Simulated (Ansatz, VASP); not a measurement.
PtS2: VASP beside Ansatz

The input INCAR:

```
SYSTEM = PtS2
PREC = Accurate ; ENCUT = 520
EDIFF = 1E-7 ; ISMEAR = 0
SIGMA = 0.014 ; LREAL = .FALSE.
LASPH = .TRUE. ; NELM = 100
ALGO = Fast ; ISIF = 2
LWAVE = .FALSE. ; LCHARG = .FALSE.
GGA = PE ; NBANDS = 18
```

Contents of KPOINTS:

```
regular mesh
0
G
  9 9 5
  0 0 0
```

Contents of POSCAR:

```
PtS2
1.0
    3.5432000000      0.0000000000      0.0000000000
   -1.7716000000      3.0685012107      0.0000000000
    0.0000000000      0.0000000000      5.0388000000
Pt S
1 2
Direct
    0.0000000000      0.0000000000      0.0000000000
    0.6666666667      0.3333333333      0.7730000000
    0.3333333333      0.6666666667      0.2270000000
```

File input.yaml:

```yaml
crystal:
  lattice:
    - [3.5432, 0.0, 0.0]
    - [-1.7716, 3.0685012107, 0.0]
    - [0.0, 0.0, 5.0388]
  atoms:
    - { symbol: Pt, position: [0.0, 0.0, 0.0] }
    - { symbol: S, position: [0.6666666667, 0.3333333333, 0.773] }
    - { symbol: S, position: [0.3333333333, 0.6666666667, 0.227] }
hamiltonian:
  xc: pbe
  pseudopotentials: { kind: paw }
kpoints:
  mp_grid: { grid: [9, 9, 5] }
scf:
  occupations: { method: gaussian, width: 0.014 }
output:
  forces: true
  stress: true
  eigenvalues: true
```

Alike in both runs: task single point; functional PBE; k mesh 9 × 9 × 5; occupations gaussian, width 0.014 eV; no spin polarisation.

|  | VASP | Ansatz |
| --- | --- | --- |
| version | VASP 6.6.1 | Ansatz 0.2.0 |
| potentials or method | VASP PAW PBE potentials, release 64 (Pt, S) | Ansatz PAW |
| plane-wave cutoff (eV) | 520 | 420 |
| valence electrons in the cell | 22 | 30 |

|  | VASP | Ansatz | Ansatz less VASP |
| --- | --- | --- | --- |
| gap on the k mesh at the Fermi level (eV) | 1.03 | 1.02 | -0.014 |
| least direct gap on the mesh (eV) | 1.08 | 1.07 | -0.009 |
| pressure (GPa) | 11.1 | 11.6 | +0.51 |
| largest component of the traceless stress (GPa) | 0.98 | 1.17 | +0.190 |
| rms of the force components (eV/Å) | 0.572 | 0.592 | +0.0206 |

Atom by atom the forces differ by 0.021 eV/Å (rms over components). The two sets of potentials don't hold the same shells in valence.

Caveats: spin-orbit coupling is left out, which moves the levels of the heavy elements; forces of over 1 eV/Å show positions far from the minimum, so gaps and moduli don't describe the material at rest; an odd mesh through Γ misses points on the zone boundary, where band edges often lie (VASP); odd divisions of the mesh miss points on the zone boundary, where band edges often lie, so the gap on the mesh can be too wide (Ansatz). A hybrid or GW would open this gap; PBE tends to underestimate it.
